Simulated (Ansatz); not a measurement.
**As in Ansatz: the effect of exact exchange**

The system is As.

```
As
1.0
     2.70368    0.00000    0.00000
     0.00000    2.70368    0.00000
     0.00000    0.00000    5.40736
As
2
Cartesian
  1.1288 1.3103 1.3138
  1.5749 1.3934 4.0935
```

This isn't the form of As at room conditions, which is rhombohedral.

The cell isn't the ideal one: all atoms moved at random, sigma 0.1 Å a component.

Alike in all runs:

| Property | Result |
| --- | --- |
| Program | Ansatz 0.2.0 |
| Task | single point |
| Functional | HSE06 form with a typed share of exact exchange |
| Potentials or basis | Ansatz PAW |
| Cutoff | 420 eV (not typed: the program's choice for these potentials) |
| k mesh | 5 × 5 × 3 |
| Occupations | fermi-dirac, width 0.05 eV |
| Spin | no spin polarisation |

```csv
exact exchange,pressure (GPa),largest force (eV/Å)
0.05,1.5,0.27
0.1,0.7,0.28
0.15,-0.1,0.29
0.2,-0.9,0.30
0.25,-1.7,0.31
0.3,-2.5,0.32
0.4,-4.1,0.33
0.5,?,?
```

What does the run with exact exchange 0.5 give?

Pressure -5.6 GPa; largest force 0.35 eV/Å.

Worked out: A straight line through the other rows of the pressure, of slope -16 GPa per unit of exact exchange, extrapolates to -5.7 GPa, against the run's -5.6. A straight line through the other rows of the largest force, of slope 0.178 eV/Å per unit of exact exchange, extrapolates to 0.35 eV/Å, against the run's 0.35.

Caveats: all runs use coarse meshes; the PAW data sets come from PBE, with cores solved anew for the run's functional, which leaves a small shift of forces and pressure; the thresholds are loose for stress.
